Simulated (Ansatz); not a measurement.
Input of an Ansatz 0.2.0 run:

File input.yaml:

```yaml
crystal:
  lattice:
    - [-1.726539, 1.775547, 2.338342]
    - [1.726539, -1.775547, 2.338342]
    - [1.726539, 1.775547, -2.338342]
  atoms:
    - { symbol: Sn, position: [0.0, 0.0, 0.0], spin: 0.5 }
kpoints:
  mp_grid: { grid: [11, 11, 11] }
  band_path:
    path:
      - [0.0, 0.0, 0.0]
      - [-0.3862939988, 0.3862939988, 0.3862939988]
      - [-0.2804352521, 0.2804352521, 0.4921527456]
      - [0.0, 0.0, 0.5]
      - [0.25, 0.25, 0.25]
      - [0.0, 0.5, 0.0]
      - [0.3862939988, 0.6137060012, -0.3862939988]
      - [0.5, 0.5, -0.5]
    npoints: 12
scf:
  occupations: { method: methfessel_paxton, width: 0.01 }
hamiltonian:
  xc: rpbe
  dispersion: d3bj
  pseudopotentials: { kind: all_electron, lapw: { basis_error: 0.001 } }
magnetization:
  spin_polarized: true
output:
  forces: true
  stress: true
  eigenvalues: true
```

Potentials or basis: all-electron LAPW, scalar-relativistic.

Command:

```bash
$ ansatz run input.yaml --threads 1 --pin off --max-ram 2560MiB --backend cpu --events-out ev --progress --plain --runs-dir out
```

(1) Predict the band gap along the path.

(2) Estimate the pressure.

Results:

(1) none (metal or under the smearing width).

(2) -17.0 GPa.

Caveat: so large a pressure means that the cell lies far from this level's equilibrium, or that cutoff or potentials fall short; spin-orbit coupling is left out, which moves the levels of the heavy elements; pairwise dispersion overbinds metals, which lowers pressure and volume; the starting moments weren't kept.
